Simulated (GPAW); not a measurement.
# 1 ML Ni on Cu(001), 3 substrate layers: anisotropy with GPAW

Wanted: anisotropy for 1 ML Ni on Cu(001), 3 substrate layers, with the cost of each step.

Program: GPAW 26.7.0. Level of theory: PBE; plane waves with GPAW's PAW setups, scalar-relativistic. Results are calculated unless marked as measured.

Report form: the programs' logs are mostly left out.

### Step 1. The starting structure

The cell holds 4 atoms: 3 Cu and 1 Ni. Its edges and angles: a = 2.556 Å, b = 2.556 Å, c = 19.368 Å, α = 90.0°, β = 90.0°, γ = 90.0°. pseudomorphic film on the substrate's lattice, hard-sphere layer spacings, unrelaxed, 14 A of vacuum. Vacuum lies along c.

Structure file:

```
Cu Ni
1.0
     2.55619    0.00000    0.00000
     0.00000    2.55619    0.00000
     0.00000    0.00000   19.36821
Cu Ni
3 1
Direct
  0.00000 0.00000 0.36142
  0.50000 0.50000 0.45474
  0.00000 0.00000 0.54806
  0.50000 0.50000 0.63858
```

### Step 2. Ground-state run

All later steps read the density of this run.

Input file order1.py:

```python
import json
import numpy as np
from ase import Atoms
from ase.parallel import paropen, parprint
from gpaw import GPAW

atoms = Atoms(['Cu', 'Cu', 'Cu', 'Ni'],
    cell=[[2.556191, 0.0, 0.0],
         [0.0, 2.556191, 0.0],
         [0.0, 0.0, 19.368211]],
    scaled_positions=[[0.0, 0.0, 0.361417],
         [0.5, 0.5, 0.45474],
         [0.0, 0.0, 0.548063],
         [0.5, 0.5, 0.638583]],
    pbc=True,
    magmoms=[0.0, 0.0, 0.0, 1.0])
atoms.calc = GPAW(mode={'name': 'pw', 'ecut': 500},
    xc='PBE',
    kpts={'size': (14, 14, 1), 'gamma': True},
    occupations={'name': 'fermi-dirac', 'width': 0.05},
    convergence={'density': 1e-05, 'energy': 1e-05},
    maxiter=250,
    symmetry={'tolerance': 1e-4},
    txt='order1.txt')
e = atoms.get_potential_energy(force_consistent=True)
res = {'free_energy': e, 'energy_sigma0': atoms.get_potential_energy(), 'fermi_energy': atoms.calc.get_fermi_level()}
res['moments'] = atoms.get_magnetic_moments().tolist()
res['total'] = atoms.get_magnetic_moment()
parprint('site moments (muB):', np.round(res['moments'], 3))
parprint(f"total moment: {res['total']:.3f} muB")
parprint(f'free energy: {e:.6f} eV')
atoms.calc.write('order1.gpw')
with paropen('results.json', 'w') as f:
    json.dump(res, f)
```

Command:

```sh
$ OMP_NUM_THREADS=1 mpirun -n 4 gpaw python order1.py > order1.log
```

The job ended after 56 s (4 MPI ranks of Arm Neoverse V2, shared host; peak memory 0.94 GiB).

Spin moment in the augmentation sphere by atom:

```csv
atom,spin moment in the augmentation sphere (μB)
Cu1,-0.004
Cu2,-0.007
Cu3,0.006
Ni4,0.527
```

This step gave:

* magnetization: 0.4803 μB
* final state: ferromagnetic

After 23 cycles the largest moment stands at 0.527 μB.

### Step 3. More states at fixed density

The steps that follow sum over empty states, which the ground-state run does not converge; 41 states a spin are converged here at the frozen density and written with their wave functions.

It starts from the saved density of the lowest of the states tried.

Input file nscf.py:

```python
from gpaw import GPAW

calc = GPAW('order1.gpw').fixed_density(
    kpts={'size': (20, 20, 1), 'gamma': True},
    nbands=45,
    convergence={'bands': 41, 'eigenstates': 1e-9},
    eigensolver='ppcg',
    parallel={'domain': 1},
    txt='nscf.txt')
calc.write('nscf.gpw', mode='all')
```

Command:

```sh
$ OMP_NUM_THREADS=1 mpirun -n 4 gpaw python nscf.py > nscf.log
```

It took 1.8 min on 4 MPI ranks; peak memory 1.2 GiB.

### Step 4. Energy against the direction of the moments

Spin–orbit coupling is added in the basis of the saved states for each direction of the moments. The change in the band energy is the anisotropy energy, with no new self-consistent run.

Input file anisotropy.py:

```python
import json
import numpy as np
from ase.parallel import paropen, parprint
from gpaw import GPAW
from gpaw.spinorbit import soc_eigenstates

calc = GPAW('nscf.gpw')
angles = [[0.0, 0.0], [90.0, 0.0], [90.0, 90.0], [45.0, 0.0]]  # theta, phi in degrees
res = {'rows': []}
for scale in [1.0]:
    e0 = None
    for theta, phi in angles:
        soc = soc_eigenstates(calc, n2=41, scale=scale, theta=theta, phi=phi)
        e = soc.calculate_band_energy()
        e0 = e if e0 is None else e0
        orbital = soc.get_orbital_magnetic_moments()
        res['rows'].append([scale, theta, phi, 1000 * (e - e0), orbital.tolist()])
        parprint(f'scale {scale} theta {theta:6.1f} phi {phi:6.1f}  dE = {1000 * (e - e0):9.4f} meV  |L| =', np.round(np.linalg.norm(orbital, axis=1), 4))
with paropen('results.json', 'w') as f:
    json.dump(res, f)
```

Command:

```sh
$ OMP_NUM_THREADS=1 mpirun -n 4 gpaw python anisotropy.py > anisotropy.log
```

It took 5.5 s on 4 MPI ranks; peak memory 1.2 GiB.

Directions, in the order of the table: the normal; the first cell vector; the in-plane normal to it; 0.50 of the way from the normal to the first cell vector.

Theta from the Cartesian z axis, phi from x; spin up lies along the direction. Anisotropy, by row:

```csv
spin-orbit scale,theta (degrees),phi (degrees),band energy less the first direction's (meV a cell),orbital moment of atom 4 along the direction (μB),sum of orbital moments along the direction (μB a cell)
1,0,0,0,0.07776,0.08033
1,90,0,-1.071,0.1135,0.117
1,90,90,-1.071,0.1135,0.117
1,45,0,-0.5426,0.09577,0.09879
```

### Step 5. Outcome

| Property | Result |
| --- | --- |
| state | ferromagnetic |
| largest site moment | 0.527 μB |
| spread of the directions' energies | 1.07 meV a cell |
| easiest direction tried | the plane normal to the layer's normal |

About the ferromagnetic state the directions differ by 1.07 meV a cell, with the plane normal to the layer's normal easiest. No opposed order was compared. The anisotropy comes from the force theorem at a frozen potential; it needs a check on a finer mesh, and shape anisotropy is not in it.

[Logs and program files are shortened in this print: banners, set-up blocks, solver, clock and traceback lines can be left out without a mark of their own.]

[Logs are printed without paths, hosts, clocks, repeated set-up lines and the standing remarks that a program may print on its own settings, such as how far it seeks lower states.]

[Hosts, paths, dates, database ids (printed as entryN), source tags and the programs' standing remarks are cut or masked in the printed files.]

[Where a cell is said to come from a database of computed structures, the database is the Materials Project.]
